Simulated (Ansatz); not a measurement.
AlRu (Pm-3m): electronic heat capacity and spin susceptibility from the density of states

Computed with DFT PBE, scalar-relativistic, plane waves, PAW (Ansatz).

Settings: cutoff 420 eV, Γ-centred mesh 14×14×14 on the computed 2-atom cell, Gaussian smearing of 0.10 eV; no spin polarisation.

Relaxed cell: Pm-3m, a = 3.004 Å, b = 3.004 Å, c = 3.004 Å, α = 90.00°, β = 90.00°, γ = 90.00°, 2 atoms in the primitive cell. Whether it is the stable form of this composition wasn't checked.

The density of states at the Fermi level is 1.665 states/eV in the cell of 2 atoms (1 formula unit; both spins, tetrahedra on a 21×21×21 mesh).

Task: What Sommerfeld coefficient and Pauli susceptibility does this give?

Result: Per formula unit N(E_F) = 1.665 states/eV. γ = (π²/3) k_B² N(E_F) N_A = 2.357 mJ/(mol K²) per state/eV, so γ = 3.9 mJ/(mol K²), a mole of formula units. χ_P = μ_B² N(E_F) N_A = 3.23×10⁻⁵ emu/mol per state/eV gives 5.4×10⁻⁵ emu/mol. This is the bare band result: a measured γ of the same phase is as a rule larger by a factor 1 + λ from phonons and spin fluctuations, the spin part of χ is larger by the Stoner factor, and a measured χ also holds orbital and core terms. N(E_F) at one energy is sensitive to the mesh where the density of states has sharp peaks.

Cost: 1 run of about 0.3 core-minutes, on Intel Xeon 6975P-C (Granite Rapids) (shared hosts).